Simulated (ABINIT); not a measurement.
Crystal: SiC (Moissanite).

```
Si C
1.0
     3.07600    0.00000    0.00000
    -1.53800    2.66389    0.00000
     0.00000    0.00000    5.04800
Si C
2 2
Cartesian
  1.5380 0.8880 2.5240
  0.0000 1.7759 0.0000
  1.5380 0.8880 4.4675
  0.0000 1.7759 1.9435
```

```yaml
Program: ABINIT 10.8.3 (patched build)
Task: relaxation of cell and atoms
Functional: PBE
Potentials_or_basis: JTH PAW PBE v2.0
Cutoff: 517 eV
k_mesh: 8 × 8 × 4
Occupations: fermi-dirac, width 0.05 eV
Spin: no spin polarisation
```

At the start: pressure 3.1 GPa; volume 10.34 Å³/atom.

How do energy, volume and symmetry change on relaxing?

Over 7 steps the energy falls by 10.4 meV/atom and the volume is 10.48 Å³/atom (+1.3 %); space group P6_3mc (No. 186, to 0.05 Å).

Step by step:
```
step  energy change (eV)  largest force (eV/Å)  pressure (GPa)  volume (Å³)
   1              0.0000                0.7407            3.13        41.36
   2             -0.0260                0.4670            0.82        41.76
   3             -0.0385                0.1101           -0.63        42.03
   4             -0.0403                0.0290           -0.48        42.00
   5             -0.0415                0.0127           -0.06        41.92
   6             -0.0415                0.0021            0.00        41.91
   7             -0.0415                0.0001            0.00        41.91
```

Final structure:
```
CELL_PARAMETERS angstrom
3.08943 0.00000 0.00000
-1.54472 2.67553 0.00000
0.00000 0.00000 5.07022
ATOMIC_POSITIONS crystal
Si 0.66667 0.33333 0.50459
Si 0.33333 0.66667 0.00459
C 0.66667 0.33333 0.88041
C 0.33333 0.66667 0.38041
```
